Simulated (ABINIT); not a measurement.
Runs of ABINIT 10.8.3 (patched build) on TiTe2. It takes space group P-3m1 (No. 164, trigonal). The conventional cell has a = 3.777 Å, b = 3.777 Å, c = 6.498 Å, α = 90.00°, β = 90.00°, γ = 120.00°. Te (site symmetry 3m) has 3 Ti at 2.77 Å as nearest neighbours. Ti (site symmetry -3m) is surrounded by 6 Te at 2.77 Å. 

| task | level | potentials or basis | k mesh | mesh quality | gap on the mesh (eV) | pressure (GPa) | largest force (eV/Å) |
| --- | --- | --- | --- | --- | --- | --- | --- |
| single point | LDA | JTH PAW LDA v2.0 | 6 × 6 × 3 | not flagged | none | (b) | 0.35 |
| band structure | SOGGA | JTH PAW PBE v2.0 | 8 × 8 × 4 | not flagged | none | -3.1 | 0.08 |
| band structure | BP86 | JTH PAW PBE v2.0 | 8 × 8 × 4 | not flagged | none | 1.7 | 0.01 |
| band structure | AM05 | JTH PAW PBE v2.0 | 8 × 8 × 4 | not flagged | none | -1.9 | (a) |
| single point | PBEsol | JTH PAW PBE v2.0 | 5 × 5 × 2 | coarse | none | -1.9 | 0.16 |
| band structure | LDA | JTH PAW LDA v2.0 | 8 × 8 × 4 | not flagged | none | -3.9 | 0.28 |
| single point | LDA | JTH PAW LDA v2.0 | 10 × 10 × 5 | not flagged | none | -3.9 | 0.27 |
| single point | PBEsol | JTH PAW PBE v2.0 | 10 × 10 × 5 | not flagged | none | -2.0 | 0.08 |
| single point | PBEsol | JTH PAW PBE v2.0 | 3 × 3 × 2 | coarse | none | -1.6 | 0.18 |
| single point | PBE | JTH PAW PBE v2.0 | 10 × 10 × 5 | not flagged | none | 1.1 | 0.05 |
| band structure | LDA-PZ | JTH PAW LDA v2.0 | 8 × 8 × 4 | not flagged | none | -3.9 | 0.28 |

Alike in all rows: no spin polarisation; cell as given; cutoff (eV) 408; smearing fermi-dirac 0.05 eV.

Estimate the missing entries.

(a) 0.15; (b) -4.0.

Caveats: some runs use coarse meshes; the PAW data sets were made with another functional, which shifts forces and pressure a little (some runs); this functional lacks dispersion, which binds the layers, so the pressure and a relaxed spacing across them are unreliable (some runs).

A k mesh can miss the band edges, and the runs leave out spin-orbit coupling on Te.

A gap of «none» marks a metal or a gap under the smearing width.

Not every run made on this cell is shown here.
